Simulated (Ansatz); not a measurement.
```json
{"subject": "From HSE06 to G0W0: In5GaAsP5 (zincblende [001] superlattice)", "lattice_ang": [[4.1333, 0.0, 0.0], [0.0, 4.1253, 0.0], [0.0, 0.0, 17.5368]], "atoms": [["In", 0.0, 0.0, 0.0409], ["P", 0.5, 0.0, 0.1252], ["In", 0.5, 0.5, 0.2098], ["P", 0.0, 0.5, 0.294], ["In", 0.0, 0.0, 0.3785], ["P", 0.5, 0.0, 0.4627], ["In", 0.5, 0.5, 0.5472], ["P", 0.0, 0.5, 0.6314], ["In", 0.0, 0.0, 0.7159], ["P", 0.5, 0.0, 0.8007], ["Ga", 0.5, 0.5, 0.8728], ["As", 0.0, 0.5, 0.95]], "method": "G0W0 on HSE06, plane waves, PAW; PAW set soft_1 (and 1 further level or step)", "program": "Ansatz 0.2.0", "settings_of_one_run": "cutoff 420 eV, 4×4×2 k-mesh, PAW set soft 1, empty bands 579, screening cutoff 90 eV, screening contour deformation, QP bands (v4, c4), n 5, m 1", "cost": "2 runs, 4.8 min in all on 1 × NVIDIA H100 80GB HBM3 (shared by 6 runs) with 3 threads of AMD EPYC 7R13 (Zen 3), shared host (the runs of this entry)", "notes": "In doubt: masses and optical values from hybrid runs of this build are listed as unsure (in some of the runs), which bears on the screening that GW takes from such a start. The program’s warnings: metallic iterate. The structure was relaxed with PBEsol. Limits: no spin-orbit coupling. For the G0W0 step: the program’s warnings for this run: metallic iterate.", "results": {"hse06_gap_over_mesh_and_listed_points": "1.309 eV, direct, at k = Γ", "g0w0_hse06_gap_over_12_of_18_irreducible_mesh_points": "1.477 eV, direct, at k = Γ", "gw_settings": "4×4×2 mesh, 579 empty bands, screening to 90 eV, PAW set soft_1 files", "known_limits": "finite bands, screening cutoff and k mesh; no spin-orbit coupling in G0W0; d shells not analysed"}}
```

[Paths, hosts, dates, memory and timing lines, banners, echoed tables and standing remarks are left out of the program output.]

[Logs are printed without paths, hosts, clocks, repeated set-up lines and the standing remarks that a program may print on its own settings, such as how far it seeks lower states.]

[Runs of the session that timed out or met a known fault of the program may be left out.]

[Cells called generated may have been cut or substituted from an entry of the Crystallography Open Database or the Materials Project.]

[Hosts, paths, dates, database ids (printed as entryN), source tags and the programs' standing remarks are cut or masked in the printed files.]
